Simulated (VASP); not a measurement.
Na8Cl7 (a cell with a defect), 15 atoms in the cell. The cell holds a defect, 15 atoms: a = 7.960 Å, b = 7.960 Å, c = 7.960 Å, α = 60.00°, β = 60.00°, γ = 60.00°. 

| Item | Value |
| --- | --- |
| Program | VASP 6.6.1 |
| Task | single point |
| Functional | PBEsol |
| Potentials or basis | VASP PAW PBE potentials, release 64 (Na_pv, Cl) |
| Cutoff | 520 eV |
| k mesh | 2 × 2 × 2 |
| Occupations | fermi-dirac, width 0.1 eV |
| Spin | no spin polarisation |
| Dipole correction | no |
| Further INCAR settings | LREAL = Auto; ALGO = Fast; EDIFF = 1e-06; NBANDS = 66 |

Potentials or basis: VASP PAW PBE potentials, release 64 (Na_pv, Cl).

Run with:

```console
$ cat potpaw_PBE.64/Na_pv/POTCAR potpaw_PBE.64/Cl/POTCAR > POTCAR
$ mpirun -np 1 vasp_std > vasp.out
```

Hardware: 1 thread of Intel(R) Xeon(R) 6975P-C (Granite Rapids), with other jobs on the host.

Question: How long does it take, and how much memory?

Answer: Run time: 3.5 min on 1 thread of Intel(R) Xeon(R) 6975P-C (Granite Rapids), with other jobs on the host, peak memory 0.51 GiB. Counts: scf iterations 16, k points 8.
